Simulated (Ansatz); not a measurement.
## Ti in Ansatz: the effect of functional

Ti:

```
CELL_PARAMETERS angstrom
2.95000 0.00000 0.00000
-1.47500 2.55477 0.00000
0.00000 0.00000 4.68000
ATOMIC_POSITIONS crystal
Ti 0.66667 0.33333 0.75000
Ti 0.33333 0.66667 0.25000
```

Alike in all runs:

- Program: Ansatz 0.2.0
- Task: band structure
- Potentials or basis: Ansatz PAW
- k mesh: 6 × 6 × 3
- Occupations: fermi-dirac, width 0.05 eV
- Spin: no spin polarisation

```tsv
functional	cutoff	pressure (GPa)
LDA	420 eV (not typed: the program's choice for these potentials)	-9.3
PBEsol	420 eV (not typed: the program's choice for these potentials)	?
RPBE	420 eV (not typed: the program's choice for these potentials)	2.1
revPBE	420 eV (not typed: the program's choice for these potentials)	1.2
BLYP	420 eV (not typed: the program's choice for these potentials)	1.5
r2SCAN	500 eV (not typed: the program's choice for these potentials)	-1.7
```

Question: What does the run with functional PBEsol give?

Answer: Pressure -5.2 GPa.

Caveats: all runs use coarse meshes; the PAW data sets come from PBE, with cores solved anew for the run's functional, which leaves a small shift of forces and pressure.

Runs at the PBE level aren't shown here.
